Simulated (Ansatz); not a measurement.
**HfO2 under changes of volume**

One of the cells (11.152 Å³/atom); the others are scaled copies at fixed shape and fractional positions:

```
Hf O
1.0
     0.00000    2.55750    2.55750
     2.55750    0.00000    2.55750
     2.55750    2.55750    0.00000
Hf O
1 2
Direct
  0.00000 0.00000 0.00000
  0.75000 0.75000 0.75000
  0.25000 0.25000 0.25000
```

Measurements of this composition are mostly on another form, of space group No. 14.

| Quantity | Value |
| --- | --- |
| Program | Ansatz 0.2.0 |
| Functional | revPBE |
| Potentials or basis | Ansatz PAW |
| Cutoff | 420 eV (not typed: the program's choice for these potentials) |
| k mesh | 9 × 9 × 9 |
| Occupations | cold, width 0.01 eV |
| Spin | spin-orbit coupling, no magnetisation |

```csv
volume (Å³/atom),energy over the lowest point (meV/atom),pressure (GPa),gap on the mesh (eV)
10.483,?,?,?
10.706,17.05,11.6,4.02
10.929,4.83,6.0,3.96
11.152,0.00,1.0,3.91
11.375,1.84,-3.6,3.86
11.598,9.78,-7.7,3.81
11.821,23.17,-11.4,3.75
```

Problem. What does the run at 10.483 Å³/atom give?

Solution. Energy over the lowest point 37.41 meV/atom; pressure 17.8 GPa; gap on the mesh 4.07 eV.

Worked out: A Birch-Murnaghan fit of order 3 (a polynomial in V^(-2/3)) to the other rows has its minimum at 11.20 Å³/atom with B0 = V·E''(V) = 236 GPa and B' = 4.0. It gives 37.44 meV/atom at 10.483 Å³/atom, against the run's 37.41, and -dE/dV = 17.8 GPa, against 17.8. A straight line through the other rows of the gap, of slope -2.67 eV per unit of ln V, extrapolates to 4.08 eV, against the run's 4.07.

Energies are extrapolated to zero smearing.

Caveats: odd divisions of the mesh miss points on the zone boundary, where band edges often lie, so the gap on the mesh can be too wide; the PAW data sets come from PBE, with cores solved anew for the run's functional, which leaves a small shift of forces and pressure.

A mesh can miss the band edges.
